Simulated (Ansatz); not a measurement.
# GaP (P4/mmm) in Ansatz: equation of state

Aim: energy against volume of GaP in PBE, for its equilibrium volume and stiffness.

Everything below comes from runs of Ansatz 0.2.0. Logs are shortened: lines on timing, memory, paths and dates and some standing lists are left out, and cuts for length are marked.

### Step 1. The structure

Symmetry: P4/mmm, No. 123, tetragonal system. Conventional cell: a = 3.457 Å, b = 3.457 Å, c = 2.803 Å, α = 90.00°, β = 90.00°, γ = 90.00°. Ga (site symmetry 4/mmm) is surrounded by 2 Ga at 2.80 Å and 8 P at 2.82 Å. P (site symmetry 4/mmm) has 2 P at 2.80 Å and 8 Ga at 2.82 Å as nearest neighbours.

The cell was built by a generator and needn't be a form met in nature.

### Step 2. Single point, PBE, 15.74 Å³/atom (volume scaled by 0.94)

Input file input.yaml:

```yaml
crystal:
  lattice:
    - [3.3860961186, 0.0, 0.0]
    - [0.0, 3.3860961186, 0.0]
    - [0.0, 0.0, 2.7453488448]
  atoms:
    - { symbol: Ga, position: [0.0, 0.0, 0.0] }
    - { symbol: P, position: [0.5, 0.5, 0.5] }
hamiltonian:
  xc: pbe
  pseudopotentials: { kind: paw }
kpoints:
  mp_grid: { grid: [8, 8, 9] }
scf:
  occupations: { method: fermi_dirac, width: 0.05 }
output:
  forces: true
  stress: true
  eigenvalues: true
```

Potentials or basis: Ansatz PAW.

Run with:

```sh
$ ansatz run input.yaml --threads 2 --pin off --max-ram 5632MiB --backend cpu --events-out ev --progress --plain --runs-dir out
```

Standard output:

```text
Warning: RAYON_NUM_THREADS=2 ignored (pool sized by the plan → 2); use --threads N
Engine: ansatz 0.2.0, aarch64-unknown-linux-gnu
Pseudopotentials: kind: paw
Pseudopotential: Ga, paw, valence charge 13, recommended cutoff 420 eV (normal), Ga.paw.azcp
Pseudopotential: P, paw, valence charge 5, recommended cutoff 420 eV (normal), P.paw.azcp
Functional definition: PBE
  parameter kappa = 0.804
  parameter beta = 0.06672455060314922
  exchange = pbe_x(kappa = kappa, mu = beta*pi^2/3)
  correlation = pbe_c(beta = beta)
Crystal: 2 atoms, lattice volume = 31.477 Å³
Basis set: ecut = 420 eV, 621 PW (Γ), exchange–correlation on 48×48×40 points (8 copies of the dense FFT grid, shifted against one another)
Bands: 13, of which v1, the nominal top of the filled ones, is band 9 counted from 1 (8 counted from 0)
Symmetry: 16 space group operations
Space group: P4/mmm (ITA 123), of the structure as read, at distance tolerance 3.2e-5 Å
k-points: 75 of 576
Non-local potential: Ga, projectors of the file, l = 0: 2, l = 1: 2, l = 2: 3, l = 3: 1
Non-local potential: P, projectors of the file, l = 0: 2, l = 1: 2, l = 2: 2
PAW form: soft (Blöchl's): semilocal exchange-correlation on the pseudo side does not see the compensation charge
PAW one-centre angular grid: Ga, 590 points (default); XC on 64 Gauss nodes
PAW one-centre angular grid: P, 110 points (default); XC on 64 Gauss nodes
Initial density: superposition of atomic densities (neutral atoms: chi_scale 0, normalization atom), corrected by the library's trained network
Initial wavefunctions: pseudopotential atomic-orbital guess
Functional: x = pbe(κ = 0.804, μ = 0.2195149727645171), c = pbe(β = 0.06672455060314922)
SCF iter   1: F=—  HF=-4538.085897 eV  |F-HF|=—  |Δ(HF+E_count)|=         —  Δρ=2.93e-3  dr2=2.77e-3  ethr=1.77e-3  ⟨swp⟩=5.9  Hψ=13241  notcnv=0  defer=12
automatic band count: the SCF goes on with 17 bands, as 13 were too few: the levels above may hold too much charge
preconditioner: auto → none  [metal: Δε(μ)=0.096 eV  Ē_g=19.317 eV  σ=0.050 eV  W_gap=0.45  n_scr=6 (ndim 8)  ℏωp=28.1 eV  f_vac=0.000  D(μ)=0.52/eV (n_scr^D=0)  sad-step TF]
SCF iter   2: F=—  HF=-4538.085228 eV  |F-HF|=—  |Δ(HF+E_count)|=   6.69e-4  Δρ=1.68e-3  dr2=1.17e-3  ethr=1.54e-5  ⟨swp⟩=2.4  Hψ=2403  notcnv=0  defer=69
SCF iter   3: F=—  HF=-4538.084840 eV  |F-HF|=—  |Δ(HF+E_count)|=   3.88e-4  Δρ=5.50e-4  dr2=1.30e-4  ethr=6.51e-6  ⟨swp⟩=2.0  Hψ=1789  notcnv=0  defer=69
SCF iter   4: F=—  HF=-4538.084799 eV  |F-HF|=—  |Δ(HF+E_count)|=   4.09e-5  Δρ=1.53e-4  dr2=7.74e-6  ethr=7.25e-7  ⟨swp⟩=2.0  Hψ=1773  notcnv=0  defer=69
SCF iter   5: F=—  HF=-4538.084790 eV  |F-HF|=—  |Δ(HF+E_count)|=   9.19e-6  Δρ=5.81e-5  dr2=6.79e-7  ethr=4.30e-8  ⟨swp⟩=2.7  Hψ=1684  notcnv=0  defer=69
SCF iter   6: F=—  HF=-4538.084790 eV  |F-HF|=—  |Δ(HF+E_count)|=   6.18e-7  Δρ=3.21e-5  dr2=1.69e-7  ethr=5.56e-10  ⟨swp⟩=8.7  Hψ=6462  notcnv=0
SCF iter   7: F=-4538.084790 eV  HF=-4538.084790 eV  |F-HF|=9.27e-8  |Δ(HF+E_count)|=   4.78e-8  Δρ=2.01e-5  dr2=6.75e-8  ethr=5.56e-10  ⟨swp⟩=3.6  Hψ=3055  notcnv=0
SCF 1 converged in 7 iterations: F = -4538.084790 eV  dr2 = 6.75e-8
SCF converged after 7 iterations
Free energy (F): -4538.084790 eV
Harris-Foulkes:  -4538.084790 eV  (|F-HF|=9.27e-8)
Internal energy: -4538.080159 eV  (E = F + TS)
E sigma→0 (E₀):  -4538.082475 eV
Entropy (-TS):   -0.004631 eV (-2.315 meV/atom)
Fermi energy:    11.028608 eV
--- Per-component energies (eV) ---
  E_band       = 4.439089
  E_kinetic    = 185.432776
  E_local      = -1914.714508  (includes V_loc(G=0)·N_el)
  E_nonlocal   = 457.809130
  E_hartree    = 905.768704
  E_xc         = -130.996712
  E_vxc        = -119.286484  (∫ρ·V_xc dr)
  E_paw        = -2556.715905  (= ΣΔE_a)
  E_vpaw       = -416.354307  (= ΣTr[D̂ρ^β])
  E_aug_tail   = -0.000115  (compensation charges beyond the density's cutoff)
  E_ewald      = -1484.663531
  E_smearing   = -0.004631  (= −TS)
  E_closure    = 0.000000  (closes the sum)
  Σ components = -4538.084790   (vs F -4538.084790, Δ=0.00e0)
--- Forces (eV/Å), atoms counted from 1 ---
  atom   1  Ga    -0.00000000    -0.00000000     0.00000000
  atom   2  P      0.00000000     0.00000000     0.00000000
  max |Σ_I F_I| component: 6.31e-30 eV/Å
--- Stress (GPa, compression-positive) ---
        5.033615       0.000000       0.000000
        0.000000       5.033615       0.000000
        0.000000       0.000000       5.177566
  P = ⅓ Tr σ = 5.0816 GPa (50.816 kbar)
--- Band table (eV; the first three rows and the last of 75) ---
  k-point 0: bands = ["-4.1344", "-3.9470", "-3.8560", "-3.7808", "-3.7808", "-3.2293", "8.6687", "8.6687", "8.6833", "13.8964", "14.3103", "18.1433", "20.6284", "20.6284", "22.3792", "24.3924", "26.2510"]
  k-point 1: bands = ["-4.0909", "-3.9420", "-3.8529", "-3.8036", "-3.8036", "-2.9945", "8.8236", "8.8999", "8.8999", "11.8285", "14.5241", "20.3403", "20.4567", "20.4567", "22.5490", "22.8351", "25.3588"]
  k-point 2: bands = ["-3.9842", "-3.9292", "-3.8605", "-3.8605", "-3.8449", "-2.2918", "8.1701", "9.5744", "9.5744", "10.0061", "15.1605", "19.3533", "19.3533", "19.4852", "23.0355", "24.2542", "24.2542"]
  k-point 74: bands = ["-4.0341", "-4.0341", "-3.9485", "-3.7767", "-3.6859", "3.2584", "7.1074", "8.3053", "8.3053", "8.6370", "10.9723", "11.1290", "11.1290", "28.1562", "28.7335", "28.7335", "29.4404"]
```

It took 1.6 s on 2 threads of Arm Neoverse V1, shared host; peak memory 0.32 GiB.

What came out:

* Free energy: -4538.0848 eV
* Pressure: 5.1 GPa
* Band gap on the k mesh: none (metal or under the smearing width)

### Step 3. Single point, PBE, 16.07 Å³/atom (volume scaled by 0.96)

input.yaml: that of step 2 with these lines changed.

```diff
@@ -2,5 +2,5 @@
   lattice:
-    - [3.3860961186, 0.0, 0.0]
-    - [0.0, 3.3860961186, 0.0]
-    - [0.0, 0.0, 2.7453488448]
+    - [3.4099426515, 0.0, 0.0]
+    - [0.0, 3.4099426515, 0.0]
+    - [0.0, 0.0, 2.7646829244]
   atoms:
```

Potentials or basis: Ansatz PAW.

Run with:

```sh
$ ansatz run input.yaml --threads 2 --pin off --max-ram 5632MiB --backend cpu --events-out ev --progress --plain --runs-dir out
```

Run time: 1.6 s. Hardware: 2 threads of Arm Neoverse V1, shared host; peak memory 0.31 GiB.

The run converged. Its results:

* Free energy: -4538.1019 eV
* Pressure: 3.1 GPa
* Band gap on the k mesh: none (metal or under the smearing width)

### Step 4. Single point, PBE, 16.41 Å³/atom (volume scaled by 0.98)

input.yaml: that of step 3 with these lines changed.

```diff
@@ -2,5 +2,5 @@
   lattice:
-    - [3.4099426515, 0.0, 0.0]
-    - [0.0, 3.4099426515, 0.0]
-    - [0.0, 0.0, 2.7646829244]
+    - [3.4334602406, 0.0, 0.0]
+    - [0.0, 3.4334602406, 0.0]
+    - [0.0, 0.0, 2.7837503057]
   atoms:
@@ -19 +19,5 @@
   eigenvalues: true
+  write_density: true
+  write_potential: true
+  elf: true
+  volumetric_format: npy
```

Run with:

```sh
$ ansatz run input.yaml --threads 2 --pin off --max-ram 5632MiB --backend cpu --events-out ev --progress --plain --runs-dir out
```

Run time: 1.9 s. Hardware: 2 threads of Arm Neoverse V1, shared host; peak memory 0.32 GiB.

The run converged. Its results:

```
Free energy            : -4538.1112 eV
Pressure               : 1.4 GPa
Band gap on the k mesh : none (metal or under the smearing width)
```

### Step 5. Single point, PBE, 16.74 Å³/atom

Input file input.yaml:

```yaml
crystal:
  lattice:
    - [3.45666, 0.0, 0.0]
    - [0.0, 3.45666, 0.0]
    - [0.0, 0.0, 2.80256]
  atoms:
    - { symbol: Ga, position: [0.0, 0.0, 0.0] }
    - { symbol: P, position: [0.5, 0.5, 0.5] }
hamiltonian:
  xc: pbe
  pseudopotentials: { kind: paw }
kpoints:
  mp_grid: { grid: [8, 8, 9] }
scf:
  occupations: { method: fermi_dirac, width: 0.05 }
output:
  forces: true
  stress: true
  eigenvalues: true
```

Run with:

```sh
$ ansatz run input.yaml --threads 2 --pin off --max-ram 5632MiB --backend cpu --events-out ev --progress --plain --runs-dir out
```

Run time: 1.6 s. Hardware: 2 threads of Arm Neoverse V1, shared host; peak memory 0.32 GiB.

Results (log left out):

* Free energy: -4538.1135 eV
* Pressure: -0.2 GPa
* Band gap on the k mesh: none (metal or under the smearing width)

### Step 6. Single point, PBE, 17.08 Å³/atom (volume scaled by 1.02)

input.yaml: that of step 5 with these lines changed.

```diff
@@ -2,5 +2,5 @@
   lattice:
-    - [3.45666, 0.0, 0.0]
-    - [0.0, 3.45666, 0.0]
-    - [0.0, 0.0, 2.80256]
+    - [3.4795524552, 0.0, 0.0]
+    - [0.0, 3.4795524552, 0.0]
+    - [0.0, 0.0, 2.8211205409]
   atoms:
```

Potentials or basis: Ansatz PAW.

Run with:

```sh
$ ansatz run input.yaml --threads 2 --pin off --max-ram 5632MiB --backend cpu --events-out ev --progress --plain --runs-dir out
```

Wall time 1.7 s (2 threads of Arm Neoverse V1, shared host); peak memory 0.32 GiB.

The run converged. Its results:

```
Free energy            : -4538.1097 eV
Pressure               : -1.6 GPa
Band gap on the k mesh : none (metal or under the smearing width)
```

### Step 7. Single point, PBE, 17.41 Å³/atom (volume scaled by 1.04)

input.yaml: that of step 6 with these lines changed.

```diff
@@ -2,5 +2,5 @@
   lattice:
-    - [3.4795524552, 0.0, 0.0]
-    - [0.0, 3.4795524552, 0.0]
-    - [0.0, 0.0, 2.8211205409]
+    - [3.5021475848, 0.0, 0.0]
+    - [0.0, 3.5021475848, 0.0]
+    - [0.0, 0.0, 2.8394400188]
   atoms:
```

Run with:

```sh
$ ansatz run input.yaml --threads 2 --pin off --max-ram 5632MiB --backend cpu --events-out ev --progress --plain --runs-dir out
```

It took 1.8 s on 2 threads of Arm Neoverse V1, shared host; peak memory 0.32 GiB.

Results (log left out):

```yaml
Free_energy: -4538.1003 eV
Pressure: -2.8 GPa
Band_gap_on_the_k_mesh: none (metal or under the smearing width)
```

### Step 8. Single point, PBE, 17.75 Å³/atom (volume scaled by 1.06)

input.yaml: that of step 7 with these lines changed.

```diff
@@ -2,5 +2,5 @@
   lattice:
-    - [3.5021475848, 0.0, 0.0]
-    - [0.0, 3.5021475848, 0.0]
-    - [0.0, 0.0, 2.8394400188]
+    - [3.5244548588, 0.0, 0.0]
+    - [0.0, 3.5244548588, 0.0]
+    - [0.0, 0.0, 2.8575261116]
   atoms:
@@ -19 +19,5 @@
   eigenvalues: true
+  write_density: true
+  write_potential: true
+  elf: true
+  volumetric_format: npy
```

Run with:

```sh
$ ansatz run input.yaml --threads 2 --pin off --max-ram 5632MiB --backend cpu --events-out ev --progress --plain --runs-dir out
```

Run time: 1.7 s. Hardware: 2 threads of Arm Neoverse V1, shared host; peak memory 0.32 GiB.

Results (log left out):

```
Free energy            : -4538.0861 eV
Pressure               : -3.9 GPa
Band gap on the k mesh : none (metal or under the smearing width)
```

### Step 9. Equation of state, PBE

Potentials or basis: Ansatz PAW.

This step only gathers the single runs of the series.

What came out:

* Equilibrium volume: 16.70 Å³/atom
* Bulk modulus at fixed shape and positions: 75 GPa
* Pressure derivative of the bulk modulus: 4.9

Energy against volume, from the lowest point:
```
volume (Å³/atom)  energy (meV/atom)
          15.739              14.36
          16.073               5.82
          16.408               1.17
          16.743               0.00
          17.078               1.93
          17.413               6.60
          17.748              13.69
```

Caveat: the cell was scaled at fixed shape and fractional positions, which overstates the stiffness of a crystal with free parameters, most of all of layers and chains.
